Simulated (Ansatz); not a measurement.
The system is SiC (Moissanite).

```
Si C
1.0
     3.07600    0.00000    0.00000
    -1.53800    2.66389    0.00000
     0.00000    0.00000    5.04800
Si C
2 2
Cartesian
  1.5380 0.8880 2.5240
  0.0000 1.7759 0.0000
  1.5380 0.8880 4.4675
  0.0000 1.7759 1.9435
```

Base run:

* Program: Ansatz 0.2.0
* Functional: PBEsol
* Potentials or basis: Ansatz PAW
* Cutoff: 420 eV (not typed: the program's choice for these potentials)
* k mesh: 10 × 10 × 5
* Occupations: fermi-dirac, width 0.05 eV
* Spin: no spin polarisation

Its results: band gap on the k mesh 2.33 eV, indirect (least direct gap 3.96 eV); pressure 0.3 GPa; largest force 0.747 eV/Å.

**Question.** The run is repeated on the same cell with these changes: functional from PBEsol to PBE; cutoff from 420 eV (not typed: the program's choice for these potentials) to 350 eV. What comes out?

**Answer.** Band gap on the k mesh 2.48 eV, indirect (least direct gap 4.08 eV); pressure 3.6 GPa; largest force 0.750 eV/Å.

PBE binds less tightly than PBEsol, so the same cell stands under more pressure.

Caveats: the k mesh misses the band edges, so the gap on the mesh is wider than the one along the path (some runs); the PAW data sets come from PBE, with cores solved anew for the run's functional, which leaves a small shift of forces and pressure (some runs); odd divisions of the mesh miss points on the zone boundary, where band edges often lie, so the gap on the mesh can be too wide (some runs); the cutoff lies under the one recommended for these potentials (some runs).
